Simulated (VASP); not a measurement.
Here is a VASP 6.6.1 calculation.

Contents of INCAR:

```
SYSTEM = CoSi2
PREC = Accurate
ENCUT = 520
EDIFF = 1E-6
ISMEAR = 0
SIGMA = 0.1
LREAL = .False.
LASPH = .True.
NELM = 100
ALGO = Normal
ISIF = 2
LWAVE = .False.
LCHARG = .False.
GGA = PE
NBANDS = 16
```

File KPOINTS:

```
regular mesh
0
Gamma
  14 14 14
  0 0 0
```

The input POSCAR:

```
CoSi2
1.0
    0.0000000000      2.6799390584      2.6799390584
    2.6799390584      0.0000000000      2.6799390584
    2.6799390584      2.6799390584      0.0000000000
Co Si
1 2
Direct
    0.0000000000      0.0000000000      0.0000000000
    0.2500000000      0.2500000000      0.2500000000
    0.7500000000      0.7500000000      0.7500000000
```

Potentials or basis: VASP PAW PBE potentials, release 64 (Co, Si).

Launch:

```bash
$ cat potpaw_PBE.64/Co/POTCAR potpaw_PBE.64/Si/POTCAR > POTCAR
$ mpirun -np 1 vasp_std > vasp.out
```

Problem. What does it give for the band gap on the k mesh?

Solution. None (metal or under the smearing width).

Problem. Predict the pressure.

Solution. -0.2 GPa.

Spin polarisation is off, so any magnetic state and its effect on volume and gap are missing.
